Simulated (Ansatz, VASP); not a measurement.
## SiGe: VASP beside Ansatz

```
CELL_PARAMETERS angstrom
3.90060 0.00000 0.00000
-1.95030 3.37802 0.00000
0.00000 0.00000 6.44339
ATOMIC_POSITIONS crystal
Si 0.66667 0.33333 0.87455
Si 0.33333 0.66667 0.37455
Ge 0.66667 0.33333 0.47717
Ge 0.33333 0.66667 0.97717
```

Change from the starting cell: all Ge atoms moved -0.150 Å, as atom 3 along Cartesian [0 0 1].

Alike in both runs: task single point; functional PBEsol; k mesh 12 × 12 × 6; occupations gaussian, width 0.03 eV; no spin polarisation.

|  | VASP | Ansatz |
| --- | --- | --- |
| version | VASP 6.6.1 | Ansatz 0.2.0 |
| potentials or method | VASP PAW PBE potentials, release 64 (Si, Ge_d) | scalar-relativistic, plane waves, PAW |
| plane-wave cutoff (eV) | 520 | 420 |
| valence electrons in the cell | 36 | 36 |

Ansatz gave:

```
gap on the k mesh at the Fermi level (eV)       : none
pressure (GPa)                                  : 0.8
largest component of the traceless stress (GPa) : 4.90
rms of the force components (eV/Å)              : 0.802
```

Estimate VASP's values.

gap on the k mesh at the Fermi level (eV): none; pressure (GPa): 0.7; largest component of the traceless stress (GPa): 4.88; rms of the force components (eV/Å): 0.800.

Atom by atom the forces differ by 0.002 eV/Å (rms over components). A gap of «none» marks a metal or a gap that the smearing closes.

Caveats: the PAW data sets were made with another functional, which shifts forces and pressure a little (VASP).
